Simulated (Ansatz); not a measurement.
# Li(100) with 4 layers of random Li-Mg, 2x2: scattering by chemical disorder

Aim: the residual resistivity of a random alloy, from Li(100) with 4 layers of random Li-Mg, 2x2 and longer regions.

Calculated with Ansatz 0.2.0; Ansatz plane-wave DFT, PBE, PAW files; ballistic transport by layer matching (Landauer), zero bias; PAW set soft_1.

## 1. The starting structure

The cell holds 56 atoms: 52 Li and 4 Mg. Cell: a = 7.020 Å, b = 7.020 Å, c = 24.570 Å, α = 90.0°, β = 90.0°, γ = 90.0°. It derives from Li. Regions: lead, 40 atoms (40 Li); scattering region, 16 atoms (4 Mg and 12 Li). The structure is stacked along c, and the current runs across the ab planes.

## 2. With 4 alloy layers

In 4 layers a share of 0.25 of the sites is given to Mg at random. The layers about the cell's end stay perfect and serve as the lead. Disorder leaves little or no symmetry, which makes such runs dear. Energies from -0.05 to 0.05 eV in steps of 0.05 eV are too few for the program's thermal sum, so it prints no conductance; for a metal the transmission near the Fermi level serves, at a fraction of the cost.

Contents of input.yaml:

```yaml
crystal:
  lattice:
    - [7.02, 0.0, 0.0]
    - [0.0, 7.02, 0.0]
    - [0.0, 0.0, 24.57]
  atoms:
    - { symbol: Li, position: [0.0, 0.0, 0.0357142857] }
    - { symbol: Li, position: [0.0, 0.5, 0.0357142857] }
    - { symbol: Li, position: [0.5, 0.0, 0.0357142857] }
    - { symbol: Li, position: [0.5, 0.5, 0.0357142857] }
    - { symbol: Li, position: [0.25, 0.25, 0.1071428571] }
    - { symbol: Li, position: [0.25, 0.75, 0.1071428571] }
    - { symbol: Li, position: [0.75, 0.25, 0.1071428571] }
    - { symbol: Li, position: [0.75, 0.75, 0.1071428571] }
    - { symbol: Li, position: [0.0, 0.0, 0.1785714286] }
    - { symbol: Li, position: [0.0, 0.5, 0.1785714286] }
    - { symbol: Li, position: [0.5, 0.0, 0.1785714286] }
    - { symbol: Li, position: [0.5, 0.5, 0.1785714286] }
    - { symbol: Li, position: [0.25, 0.25, 0.25] }
    - { symbol: Li, position: [0.25, 0.75, 0.25] }
    - { symbol: Li, position: [0.75, 0.25, 0.25] }
    - { symbol: Li, position: [0.75, 0.75, 0.25] }
    - { symbol: Li, position: [0.0, 0.0, 0.3214285714] }
    - { symbol: Li, position: [0.0, 0.5, 0.3214285714] }
    - { symbol: Li, position: [0.5, 0.0, 0.3214285714] }
    - { symbol: Li, position: [0.5, 0.5, 0.3214285714] }
    - { symbol: Mg, position: [0.25, 0.25, 0.3928571429] }
    - { symbol: Li, position: [0.25, 0.75, 0.3928571429] }
    - { symbol: Li, position: [0.75, 0.25, 0.3928571429] }
    - { symbol: Li, position: [0.75, 0.75, 0.3928571429] }
    - { symbol: Li, position: [0.0, 0.0, 0.4642857143] }
    - { symbol: Li, position: [0.0, 0.5, 0.4642857143] }
    - { symbol: Mg, position: [0.5, 0.0, 0.4642857143] }
    - { symbol: Li, position: [0.5, 0.5, 0.4642857143] }
    - { symbol: Li, position: [0.25, 0.25, 0.5357142857] }
    - { symbol: Li, position: [0.25, 0.75, 0.5357142857] }
    - { symbol: Li, position: [0.75, 0.25, 0.5357142857] }
    - { symbol: Li, position: [0.75, 0.75, 0.5357142857] }
    - { symbol: Mg, position: [0.0, 0.0, 0.6071428571] }
    - { symbol: Li, position: [0.0, 0.5, 0.6071428571] }
    - { symbol: Li, position: [0.5, 0.0, 0.6071428571] }
    - { symbol: Mg, position: [0.5, 0.5, 0.6071428571] }
    - { symbol: Li, position: [0.25, 0.25, 0.6785714286] }
    - { symbol: Li, position: [0.25, 0.75, 0.6785714286] }
    - { symbol: Li, position: [0.75, 0.25, 0.6785714286] }
    - { symbol: Li, position: [0.75, 0.75, 0.6785714286] }
    - { symbol: Li, position: [0.0, 0.0, 0.75] }
    - { symbol: Li, position: [0.0, 0.5, 0.75] }
    - { symbol: Li, position: [0.5, 0.0, 0.75] }
    - { symbol: Li, position: [0.5, 0.5, 0.75] }
    - { symbol: Li, position: [0.25, 0.25, 0.8214285714] }
    - { symbol: Li, position: [0.25, 0.75, 0.8214285714] }
    - { symbol: Li, position: [0.75, 0.25, 0.8214285714] }
    - { symbol: Li, position: [0.75, 0.75, 0.8214285714] }
    - { symbol: Li, position: [0.0, 0.0, 0.8928571429] }
    - { symbol: Li, position: [0.0, 0.5, 0.8928571429] }
    - { symbol: Li, position: [0.5, 0.0, 0.8928571429] }
    - { symbol: Li, position: [0.5, 0.5, 0.8928571429] }
    - { symbol: Li, position: [0.25, 0.25, 0.9642857143] }
    - { symbol: Li, position: [0.25, 0.75, 0.9642857143] }
    - { symbol: Li, position: [0.75, 0.25, 0.9642857143] }
    - { symbol: Li, position: [0.75, 0.75, 0.9642857143] }
kpoints:
  mp_grid: { grid: [3, 3, 1] }
hamiltonian:
  xc: pbe
  pseudopotentials: { kind: paw, azcp: { folder: soft_1 } }
scf:
  occupations: { method: fermi_dirac, width: 0.1 }
output:
  transmission: { leads: [[0, 4]], kmesh: [6, 6], e_range: [-0.05, 0.05], de: 0.05 }
  write_potential: true
  write_density: true
  volumetric_format: npy
```

Command:

```console
> ansatz run input.yaml --threads 4 --pin off --max-ram 15360MiB --backend cpu --events-out ev --progress --plain --runs-dir out
```

Numbers of over 12 decimals in the logs are rounded to 6 here.

The log of the run:

```text
Engine: ansatz 0.2.0, x86_64-unknown-linux-gnu
Pseudopotentials: kind: paw
Pseudopotential: Li, paw, valence charge 3, recommended cutoff 420 eV (normal), soft_1/Li.paw.azcp
Pseudopotential: Mg, paw, valence charge 10, recommended cutoff 420 eV (normal), soft_1/Mg.paw.azcp
Functional definition: PBE
  parameter kappa = 0.804
  parameter beta = 0.066725
  exchange = pbe_x(kappa = kappa, mu = beta*pi^2/3)
  correlation = pbe_c(beta = beta)
Crystal: 56 atoms, lattice volume = 1210.819 Å³
Basis set: ecut = 420 eV, 23719 PW (Γ)
Bands: 154, of which v1, the nominal top of the filled ones, is band 98 counted from 1 (97 counted from 0)
Symmetry: 2 space group operations
Space group: Cm (ITA 8), of the structure as read, at distance tolerance 1.1e-4 Å
k-points: 4 of 9 (time reversal used)
Non-local potential: Li, projectors of the file, l = 0: 3, l = 1: 2, l = 2: 1
Non-local potential: Mg, projectors of the file, l = 0: 3, l = 1: 2, l = 2: 1
PAW form: soft (Blöchl's): semilocal exchange-correlation on the pseudo side does not see the compensation charge
PAW one-centre angular grid: Li, 110 points (default); XC on 96 Gauss nodes
PAW one-centre angular grid: Mg, 110 points (default); XC on 64 Gauss nodes
Initial density: superposition of atomic densities (chi_scale 0.1, normalization cell, long waves 24 % of neutral atoms (reshape's long-wave potential 1.24 eV rms, cloud 2.69 Å wide))
Initial wavefunctions: pseudopotential atomic-orbital guess
Functional: x = pbe(κ = 0.804, μ = 0.219515), c = pbe(β = 0.066725)
SCF iter   1: F=—  HF=-18356.621333 eV  |F-HF|=—  |Δ(HF+E_count)|=         —  Δρ=2.39e-2  dr2=7.95e2  ethr=3.10e-3  ⟨swp⟩=11.5  Hψ=4137  notcnv=0  defer=37
preconditioner: auto → Kerker (q_TF=auto, 2.014 Å⁻¹)  [metal: Δε(μ)=0.033 eV  Ē_g=4.099 eV  σ=0.100 eV  W_gap=0.08  n_scr=162 (ndim 8)  ℏωp=8.3 eV  f_vac=0.000  D(μ)=28.85/eV (n_scr^D=204)]
SCF iter   2: F=—  HF=-18345.369314 eV  |F-HF|=—  |Δ(HF+E_count)|=    1.13e1  Δρ=1.38e-2  dr2=2.45e2  ethr=3.10e-3  ⟨swp⟩=3.0  Hψ=901  notcnv=0  defer=61
SCF iter   3: F=—  HF=-18339.994128 eV  |F-HF|=—  |Δ(HF+E_count)|=    5.38e0  Δρ=2.05e-3  dr2=2.72e-1  ethr=3.10e-3  ⟨swp⟩=4.8  Hψ=1691  notcnv=0  defer=77
SCF iter   4: F=—  HF=-18339.940647 eV  |F-HF|=—  |Δ(HF+E_count)|=   5.35e-2  Δρ=8.95e-4  dr2=2.41e-2  ethr=1.39e-4  ⟨swp⟩=1.2  Hψ=538  notcnv=0  defer=79
SCF iter   5: F=—  HF=-18339.936624 eV  |F-HF|=—  |Δ(HF+E_count)|=   4.02e-3  Δρ=2.35e-4  dr2=3.55e-3  ethr=1.23e-5  ⟨swp⟩=2.0  Hψ=751  notcnv=0  defer=79
SCF iter   6: F=—  HF=-18339.936340 eV  |F-HF|=—  |Δ(HF+E_count)|=   2.84e-4  Δρ=4.64e-5  dr2=8.83e-5  ethr=1.81e-6  ⟨swp⟩=2.0  Hψ=824  notcnv=0  defer=79
SCF iter   7: F=—  HF=-18339.936387 eV  |F-HF|=—  |Δ(HF+E_count)|=   4.75e-5  Δρ=1.23e-5  dr2=2.26e-5  ethr=4.50e-8  ⟨swp⟩=2.0  Hψ=1032  notcnv=0  defer=79
SCF iter   8: F=—  HF=-18339.936386 eV  |F-HF|=—  |Δ(HF+E_count)|=   1.07e-6  Δρ=4.17e-6  dr2=3.43e-7  ethr=1.15e-8  ⟨swp⟩=1.0  Hψ=537  notcnv=0  defer=79
SCF iter   9: F=—  HF=-18339.936386 eV  |F-HF|=—  |Δ(HF+E_count)|=   1.09e-7  Δρ=1.14e-6  dr2=1.07e-7  ethr=5.10e-11  ⟨swp⟩=16.0  Hψ=3301  notcnv=0
SCF iter  10: F=-18339.936386 eV  HF=-18339.936386 eV  |F-HF|=3.13e-9  |Δ(HF+E_count)|=   9.40e-9  Δρ=2.92e-7  dr2=4.74e-9  ethr=5.10e-11  ⟨swp⟩=2.0  Hψ=981  notcnv=0
SCF 1 converged in 10 iterations: F = -18339.936386 eV  dr2 = 4.74e-9
  greatest PAW one-centre occupation: 1.000 electrons in one spin orbital (limit 2), on the Mg atom at site 20 (counted from 0), in its partial waves of l = 0
transmission: 45 of 442 steps passed
transmission: 90 of 442 steps passed
[...]
transmission: 442 of 442 steps passed
SCF converged after 10 iterations
Free energy (F): -18339.936386 eV
Harris-Foulkes:  -18339.936386 eV  (|F-HF|=3.13e-9)
Internal energy: -18339.138564 eV  (E = F + TS)
E sigma→0 (E₀):  -18339.537475 eV
Entropy (-TS):   -0.797823 eV (-14.247 meV/atom)
Fermi energy:    1.147383 eV
--- Per-component energies (eV) ---
  E_band       = -6342.295939
  E_kinetic    = 1079.346363
  E_local      = -18042.636046  (includes V_loc(G=0)·N_el)
  E_nonlocal   = -246.996253
  E_hartree    = 6313.104376
  E_xc         = -525.904362
  E_vxc        = -678.203392  (∫ρ·V_xc dr)
  E_paw        = -2455.210002  (= ΣΔE_a)
  E_vpaw       = -1080.032053  (= ΣTr[D̂ρ^β])
  E_aug_tail   = 0.012728  (compensation charges beyond the density's cutoff)
  E_ewald      = -4460.855367
  E_smearing   = -0.797823  (= −TS)
  E_closure    = 0.000000  (closes the sum)
  Σ components = -18339.936386   (vs F -18339.936386, Δ=0.00e0)
--- Band table (eV) ---
  k-point 0: bands = [... 94 lower, 0.6491, 0.6536, 0.6647, 1.0689, 1.0757, 1.1433, 1.1513, 1.2430, ... 52 higher]
  k-point 1: bands = [... 94 lower, 0.8618, 0.9147, 0.9848, 0.9971, 1.0311, 1.0370, 1.3262, 1.3428, ... 52 higher]
  k-point 2: bands = [... 94 lower, 1.0362, 1.0746, 1.2529, 1.2878, 1.5672, 1.6332, 1.6498, 1.6589, ... 52 higher]
  k-point 3: bands = [... 94 lower, 1.0254, 1.0709, 1.2489, 1.2873, 1.6130, 1.6358, 1.6446, 1.6706, ... 52 higher]
--- Transmission ---
  basis      : 437 plane waves across, 34 finite elements along
  points     : 13, standing for a mesh of 6 x 6
  energies   : 3 from -0.050000 to 0.050000 eV about the Fermi level, 0.050000 eV apart; the leads are filled to 0.000000 eV, and channels, transmission and decay are at 0.000000 eV
  crystal 0  : Li4, at the sites [0, 4], period 1.7550 Å, over 17.55 Å; its Hamiltonian steps by up to 10.6 meV
    offset         : up to 0.0000 Å between an atom of the period and one for which it stands
    channels       : 4.916667e0 a spin
    conductance    : none, the energies end too early or step too widely for 300 K: set another output.transmission.e_range or a lower de, or, where they end at an eighth of basis.ecutwfc, a higher one
  junction   : crystal 0 to crystal 0, 0.70 to 23.51 Å
    transmission   : 4.099587e0 a spin
    conductance    : none, the energies end too early or step too widely for 300 K: set another output.transmission.e_range or a lower de, or, where they end at an eighth of basis.ecutwfc, a higher one
```

Wall time 4 min (4 threads of Intel Xeon Platinum 8375C at 2.90GHz (Ice Lake), shared host); peak memory 3.1 GiB; 13 min of CPU time.

Reading the cycles: dr2 is the Hartree energy of the density residual (eV), the measure of convergence; HF is the Harris–Foulkes estimate of the energy, which meets the free energy F at convergence.

This step gave:

* free energy: -18339.9364 eV
* energy at zero smearing: -18339.5375 eV
* Fermi energy: 1.147 eV
* cell area: 49.28 Å²
* transmission per spin nearest the Fermi level: 4.100
* open channels per spin nearest the Fermi level: 4.917
* step of the lead's potential: 10.6 meV

Per spin. Transmission, zone mean against energy, zero at the Fermi level:

```csv
energy (eV),"transmission, zone mean"
-0.0500,4.01
0.0000,4.10
0.0500,4.10
```

Per spin. Open channels, zone mean, lead against energy, zero at the Fermi level:

```csv
energy (eV),"open channels, zone mean, lead"
-0.0500,4.69
0.0000,4.92
0.0500,4.92
```

Transmission over k1 and k2. At 0.0000 eV from the Fermi level.

Ten even steps from '_' (2.74) to '@' (5.12):
```
++++==@@++++
====**--**++
@@@@--__--@@
==++**--**==
++++++@@==++
--++==@@==++
```
Columns: k1 (b1) from -0.5 to 0.333; rows upwards: k2 (b2) from -0.5 to 0.333.

Open channels over k1 and k2. At 0.0000 eV from the Fermi level.

Ten even steps from '0' (4.00) to '9' (6.00):
```
005950
059595
995559
059595
005950
000900
```
Columns: k1 (b1) from -0.5 to 0.333; rows upwards: k2 (b2) from -0.5 to 0.333.

Over the solved energies the transmission per spin lies between 4.01 and 4.10, out of 4.84 channels of the lead on average (up to 4.92).

## 3. With 8 alloy layers

In 8 layers a share of 0.25 of the sites is given to Mg at random. A fresh draw is used; the growth of the resistance with length is what counts.

System of this step: Li(100) with 8 layers of random Li-Mg, 2x2. The cell holds 72 atoms: 64 Li and 8 Mg. Cell: a = 7.020 Å, b = 7.020 Å, c = 31.590 Å, α = 90.0°, β = 90.0°, γ = 90.0°. It derives from Li. Regions: lead, 40 atoms (40 Li); scattering region, 32 atoms (24 Li and 8 Mg). The structure is stacked along c, and the current runs across the ab planes.

Contents of input.yaml:

```yaml
crystal:
  lattice:
    - [7.02, 0.0, 0.0]
    - [0.0, 7.02, 0.0]
    - [0.0, 0.0, 31.59]
  atoms:
    - { symbol: Li, position: [0.0, 0.0, 0.0277777778] }
    - { symbol: Li, position: [0.0, 0.5, 0.0277777778] }
    - { symbol: Li, position: [0.5, 0.0, 0.0277777778] }
    - { symbol: Li, position: [0.5, 0.5, 0.0277777778] }
    - { symbol: Li, position: [0.25, 0.25, 0.0833333333] }
    - { symbol: Li, position: [0.25, 0.75, 0.0833333333] }
    - { symbol: Li, position: [0.75, 0.25, 0.0833333333] }
    - { symbol: Li, position: [0.75, 0.75, 0.0833333333] }
    - { symbol: Li, position: [0.0, 0.0, 0.1388888889] }
    - { symbol: Li, position: [0.0, 0.5, 0.1388888889] }
    - { symbol: Li, position: [0.5, 0.0, 0.1388888889] }
    - { symbol: Li, position: [0.5, 0.5, 0.1388888889] }
    - { symbol: Li, position: [0.25, 0.25, 0.1944444444] }
    - { symbol: Li, position: [0.25, 0.75, 0.1944444444] }
    - { symbol: Li, position: [0.75, 0.25, 0.1944444444] }
    - { symbol: Li, position: [0.75, 0.75, 0.1944444444] }
    - { symbol: Li, position: [0.0, 0.0, 0.25] }
    - { symbol: Li, position: [0.0, 0.5, 0.25] }
    - { symbol: Li, position: [0.5, 0.0, 0.25] }
    - { symbol: Li, position: [0.5, 0.5, 0.25] }
    - { symbol: Li, position: [0.25, 0.25, 0.3055555556] }
    - { symbol: Li, position: [0.25, 0.75, 0.3055555556] }
    - { symbol: Li, position: [0.75, 0.25, 0.3055555556] }
    - { symbol: Li, position: [0.75, 0.75, 0.3055555556] }
    - { symbol: Li, position: [0.0, 0.0, 0.3611111111] }
    - { symbol: Li, position: [0.0, 0.5, 0.3611111111] }
    - { symbol: Li, position: [0.5, 0.0, 0.3611111111] }
    - { symbol: Li, position: [0.5, 0.5, 0.3611111111] }
    - { symbol: Li, position: [0.25, 0.25, 0.4166666667] }
    - { symbol: Mg, position: [0.25, 0.75, 0.4166666667] }
    - { symbol: Li, position: [0.75, 0.25, 0.4166666667] }
    - { symbol: Li, position: [0.75, 0.75, 0.4166666667] }
    - { symbol: Mg, position: [0.0, 0.0, 0.4722222222] }
    - { symbol: Li, position: [0.0, 0.5, 0.4722222222] }
    - { symbol: Li, position: [0.5, 0.0, 0.4722222222] }
    - { symbol: Mg, position: [0.5, 0.5, 0.4722222222] }
    - { symbol: Mg, position: [0.25, 0.25, 0.5277777778] }
    - { symbol: Li, position: [0.25, 0.75, 0.5277777778] }
    - { symbol: Li, position: [0.75, 0.25, 0.5277777778] }
    - { symbol: Li, position: [0.75, 0.75, 0.5277777778] }
    - { symbol: Li, position: [0.0, 0.0, 0.5833333333] }
    - { symbol: Li, position: [0.0, 0.5, 0.5833333333] }
    - { symbol: Li, position: [0.5, 0.0, 0.5833333333] }
    - { symbol: Li, position: [0.5, 0.5, 0.5833333333] }
    - { symbol: Li, position: [0.25, 0.25, 0.6388888889] }
    - { symbol: Mg, position: [0.25, 0.75, 0.6388888889] }
    - { symbol: Li, position: [0.75, 0.25, 0.6388888889] }
    - { symbol: Li, position: [0.75, 0.75, 0.6388888889] }
    - { symbol: Mg, position: [0.0, 0.0, 0.6944444444] }
    - { symbol: Li, position: [0.0, 0.5, 0.6944444444] }
    - { symbol: Mg, position: [0.5, 0.0, 0.6944444444] }
    - { symbol: Mg, position: [0.5, 0.5, 0.6944444444] }
    - { symbol: Li, position: [0.25, 0.25, 0.75] }
    - { symbol: Li, position: [0.25, 0.75, 0.75] }
    - { symbol: Li, position: [0.75, 0.25, 0.75] }
    - { symbol: Li, position: [0.75, 0.75, 0.75] }
    - { symbol: Li, position: [0.0, 0.0, 0.8055555556] }
    - { symbol: Li, position: [0.0, 0.5, 0.8055555556] }
    - { symbol: Li, position: [0.5, 0.0, 0.8055555556] }
    - { symbol: Li, position: [0.5, 0.5, 0.8055555556] }
    - { symbol: Li, position: [0.25, 0.25, 0.8611111111] }
    - { symbol: Li, position: [0.25, 0.75, 0.8611111111] }
    - { symbol: Li, position: [0.75, 0.25, 0.8611111111] }
    - { symbol: Li, position: [0.75, 0.75, 0.8611111111] }
    - { symbol: Li, position: [0.0, 0.0, 0.9166666667] }
    - { symbol: Li, position: [0.0, 0.5, 0.9166666667] }
    - { symbol: Li, position: [0.5, 0.0, 0.9166666667] }
    - { symbol: Li, position: [0.5, 0.5, 0.9166666667] }
    - { symbol: Li, position: [0.25, 0.25, 0.9722222222] }
    - { symbol: Li, position: [0.25, 0.75, 0.9722222222] }
    - { symbol: Li, position: [0.75, 0.25, 0.9722222222] }
    - { symbol: Li, position: [0.75, 0.75, 0.9722222222] }
kpoints:
  mp_grid: { grid: [3, 3, 1] }
hamiltonian:
  xc: pbe
  pseudopotentials: { kind: paw, azcp: { folder: soft_1 } }
scf:
  occupations: { method: fermi_dirac, width: 0.1 }
output:
  transmission: { leads: [[0, 4]], kmesh: [6, 6], e_range: [-0.05, 0.05], de: 0.05 }
  write_potential: true
  write_density: true
  volumetric_format: npy
```

The log of the run:

```text
[...]
Crystal: 72 atoms, lattice volume = 1556.768 Å³
Basis set: ecut = 420 eV, 30501 PW (Γ)
Bands: 208, of which v1, the nominal top of the filled ones, is band 136 counted from 1 (135 counted from 0)
Symmetry: 1 space group operations
[...]
k-points: 5 of 9 (time reversal used)
[...]
SCF iter   1: F=—  HF=-28496.528743 eV  |F-HF|=—  |Δ(HF+E_count)|=         —  Δρ=1.27e-2  dr2=8.04e1  ethr=3.10e-3  ⟨swp⟩=10.6  Hψ=6079  notcnv=0  defer=69
[...]
SCF iter  10: F=-28491.755999 eV  HF=-28491.755999 eV  |F-HF|=5.73e-9  |Δ(HF+E_count)|=   9.17e-9  Δρ=1.82e-7  dr2=6.33e-9  ethr=3.68e-11  ⟨swp⟩=2.0  Hψ=1740  notcnv=0
SCF 1 converged in 10 iterations: F = -28491.755999 eV  dr2 = 6.33e-9
[...]
transmission: 90 of 880 steps passed
transmission: 177 of 880 steps passed
[...]
transmission: 880 of 880 steps passed
SCF converged after 10 iterations
Free energy (F): -28491.755999 eV
[...]
Internal energy: -28490.612997 eV  (E = F + TS)
E sigma→0 (E₀):  -28491.184498 eV
Entropy (-TS):   -1.143002 eV (-15.875 meV/atom)
Fermi energy:    1.370064 eV
[...]
--- Band table (eV; the first three rows and the last of 5) ---
  k-point 0: bands = [... 132 lower, 0.9283, 0.9684, 0.9895, 1.2028, 1.2352, 1.2974, 1.3196, 1.3603, ... 68 higher]
  k-point 1: bands = [... 132 lower, 1.1858, 1.1905, 1.2019, 1.2358, 1.3341, 1.3399, 1.3974, 1.4137, ... 68 higher]
  k-point 2: bands = [... 132 lower, 1.1752, 1.1937, 1.2000, 1.2158, 1.3455, 1.3539, 1.4007, 1.4123, ... 68 higher]
  k-point 4: bands = [... 132 lower, 1.4684, 1.4906, 1.5109, 1.5773, 1.6144, 1.6498, 1.6628, 1.6883, ... 68 higher]
--- Transmission ---
  basis      : 437 plane waves across, 44 finite elements along
  points     : 20, standing for a mesh of 6 x 6
[...]
channels       : 4.916667e0 a spin
[...]
junction   : crystal 0 to crystal 0, 2.45 to 32.29 Å
    transmission   : 3.771081e0 a spin
[...]
```

Elapsed: 7.4 min, on 4 threads; peak memory 5.6 GiB.

Numbers from this step:

| Property | Result |
| --- | --- |
| free energy | -28491.7560 eV |
| energy at zero smearing | -28491.1845 eV |
| Fermi energy | 1.370 eV |
| transmission per spin nearest the Fermi level | 3.771 |
| step of the lead's potential | 10.5 meV |

Per spin. The transmission, zone mean by energy, zero at the Fermi level:

```csv
energy (eV),"transmission, zone mean"
-0.0500,3.73
0.0000,3.77
0.0500,3.65
```

Over the solved energies the transmission per spin lies between 3.65 and 3.77, out of 4.77 channels of the lead on average (up to 4.92).

[end of part 1 of 2]

[Logs are printed without paths, hosts, clocks, repeated set-up lines and the standing remarks that a program may print on its own settings, such as how far it seeks lower states.]

[Hosts, paths, dates, database ids (printed as entryN), source tags and the programs' standing remarks are cut or masked in the printed files.]
